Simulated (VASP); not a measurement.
## A VASP 6.6.1 single-point calculation on C

INCAR

```
LWAVE = .FALSE.
LREAL = .FALSE.
PREC = Accurate
NELM = 62
IBRION = -1
SIGMA = 0.02
EDIFF = 1E-7
GGA = ZZ
ENCUT = 520
ISIF = 2
NSW = 0
ISMEAR = -1
LCHARG = .FALSE.
LASPH = .TRUE.
NBANDS = 11
```

KPOINTS

```
KPOINTS created by Atomic Simulation Environment
0
Gamma
12 12 12
0 0 0
```

POSCAR

```
C
 1.0000000000000000
     0.0000000000000000    1.7089191768000001    1.7961065759999999
     1.7089191768000001    0.0000000000000000    1.7961065759999999
     1.7089191768000001    1.7089191768000001    0.0000000000000000
 C
   2
Cartesian
  0.0000000000000000  0.0000000000000000  0.0000000000000000
  0.8544595884000000  0.8544595884000000  0.8980532879999997
```

The recommended PBE PAW datasets give the neutral cell 8 valence electrons.

Command

```
mpirun -np 1 vasp_std
```

Standard output (part)

```
POSCAR found type information on POSCAR C
 POSCAR found :  1 types and       2 ions
|     EEEEEEE  RRRRRR   RRRRRR   OOOOOOO  RRRRRR      ###     ###     ###     |
|     E        R     R  R     R  O     O  R     R     ###     ###     ###     |
|     E        R     R  R     R  O     O  R     R     ###     ###     ###     |
|     EEEEE    RRRRRR   RRRRRR   O     O  RRRRRR       #       #       #      |
|     E        R    R   R    R   O     O  R    R      ###     ###     ###     |
|     EEEEEEE  R     R  R     R  OOOOOOO  R     R     ###     ###     ###     |
|     Error: One of the selected functionals does not exist.                  |
|       ---->  I REFUSE TO CONTINUE WITH THIS SICK JOB ... BYE!!! <----       |
```

VASP stopped before the first electronic step.

The fault: unknown functional word.

The run took about 0.8 s on one core of a shared host (Intel Xeon Platinum 8488C).
